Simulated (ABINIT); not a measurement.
Here is an ABINIT 10.8.3 (patched build) calculation.

The input run.abi:

```
# Datasets: ground state, then fixed potential
ndtset 2

# Pseudopotentials
pp_dirpath "./"
pseudos "Pb.LDA_PW-JTH_sp.xml, Se.LDA_PW-JTH.xml"

# Structure
acell 4.3284127397 4.3284127397 4.3284127397 Angstrom
rprim
     0.0000000000     0.7071067812     0.7071067812
     0.7071067812     0.0000000000     0.7071067812
     0.7071067812     0.7071067812     0.0000000000
ntypat 2
znucl 82 34
natom 2
typat 1 2
xred
     0.0000000000     0.0000000000     0.0000000000
     0.5000000000     0.5000000000     0.5000000000

# Plane-wave basis
ecut 15.0
pawecutdg 30.0

# Exchange and correlation
ixc 7

# Bands and occupations
occopt 3
tsmear 0.05 eV

# SCF cycle
nstep 100

# Output
iomode 3
prtwf 0
prteig 0
prtebands 0
enunit 2
prtden1 1
prtvha1 1
prtvclmb1 1
prtpot1 1

# Dataset 1
kptopt1 1
ngkpt1 8 8 8
nshiftk1 1
shiftk1 0.0 0.0 0.0
nband1 9
tolvrs1 1.0e-9

# Dataset 2: bands along G-X-W-K-G-L-U-W-L-K
iscf2 -2
getden2 1
nband2 13
nbdbuf2 2
tolwfr2 1.0e-12
kptopt2 -9
ndivsm2 5
prteig2 1
prtvol2 -3
kptbounds2
     0.0000000000     0.0000000000     0.0000000000
     0.5000000000     0.0000000000     0.5000000000
     0.5000000000     0.2500000000     0.7500000000
     0.3750000000     0.3750000000     0.7500000000
     0.0000000000     0.0000000000     0.0000000000
     0.5000000000     0.5000000000     0.5000000000
     0.6250000000     0.2500000000     0.6250000000
     0.5000000000     0.2500000000     0.7500000000
     0.5000000000     0.5000000000     0.5000000000
     0.3750000000     0.3750000000     0.7500000000
```

Potentials or basis: JTH PAW LDA v2.0 sp.

Run with:

```console
$ abinit run.abi > log 2>&1
```

(1) Estimate the pressure.

(2) What does it give for the band gap along the path?

(3) Predict the band gap on the k mesh.

## Answers

(1) -2.1 GPa.

(2) 0.20 eV, direct.

(3) 0.20 eV, direct.

Caveat: spin-orbit coupling is left out, which as a rule narrows the gap of such compounds by several tenths of an eV; this set keeps more shells in the core, which shifts pressures and gaps.

**Experimental background.**

From a printed reference work, monograph, for a bulk crystal of PbSe at 300 K: band gap 0.28 eV (direct).

Measured gap of PbSe: 0.28 eV (direct; 300 K; a printed reference work, monograph). This calculation gives 0.20 eV (-0.08 eV). 2 values of this kind are on record (0.15 to 0.28 eV); this one was drawn at random. Spin-orbit coupling on Pb, Se is left out. The value is that of LDA, without temperature or zero-point motion. Semilocal functionals fall short of measured gaps as a rule.
